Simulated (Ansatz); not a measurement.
Set up this calculation in Ansatz 0.2.0, as the native input.

| Quantity | Value |
| --- | --- |
| Task | projected density of states |
| Functional | LDA |
| Potentials or basis | Ansatz PAW |
| Cutoff | 420 eV (not typed: the program's choice for these potentials) |
| k mesh | 5 × 5 × 3 |
| Occupations | fermi-dirac, width 0.05 eV |
| Spin | no spin polarisation |

In:

```
CELL_PARAMETERS angstrom
3.33548 0.00000 0.00000
-1.66774 2.88861 0.00000
0.00000 0.00000 5.50914
ATOMIC_POSITIONS crystal
In 0.66667 0.33333 0.75000
In 0.33333 0.66667 0.25000
```

This isn't the form of In at room conditions, which is tetragonal.

The input as run:

input.yaml

```yaml
crystal:
  lattice:
    - [3.335484782, 0.0, 0.0]
    - [-1.667742391, 2.8886145552, 0.0]
    - [0.0, 0.0, 5.50914292]
  atoms:
    - { symbol: In, position: [0.6666666667, 0.3333333333, 0.75] }
    - { symbol: In, position: [0.3333333333, 0.6666666667, 0.25] }
hamiltonian:
  xc: lda
  pseudopotentials: { kind: paw }
kpoints:
  mp_grid: { grid: [5, 5, 3] }
scf:
  occupations: { method: fermi_dirac, width: 0.05 }
  n_extra_bands: 6
output:
  forces: true
  stress: true
  eigenvalues: true
  dos: { projected: true, de: 0.05, nscf_kmesh: { grid: [8, 8, 5] } }
```

Potentials or basis: Ansatz PAW.

The run is started by

```console
$ ansatz run input.yaml --threads 2 --pin off --max-ram 5632MiB --backend cpu --events-out ev --progress --plain --runs-dir out
```

It gave:

```
Pressure                             : -3.2 GPa
Band gap on the k mesh               : none (metal or under the smearing width)
Density of states at the Fermi level : 1.00 states/eV per cell
```

Caveat: the k mesh is coarse (spacing up to 0.44 Å⁻¹), so the values aren't converged; the PAW data sets come from PBE, with cores solved anew for the run's functional, which leaves a small shift of forces and pressure; the density of states is complete only up to the lowest level of the last band computed.

It took 0.95 s on 2 threads of Arm Neoverse V2 (shared host), peak memory 0.27 GiB.
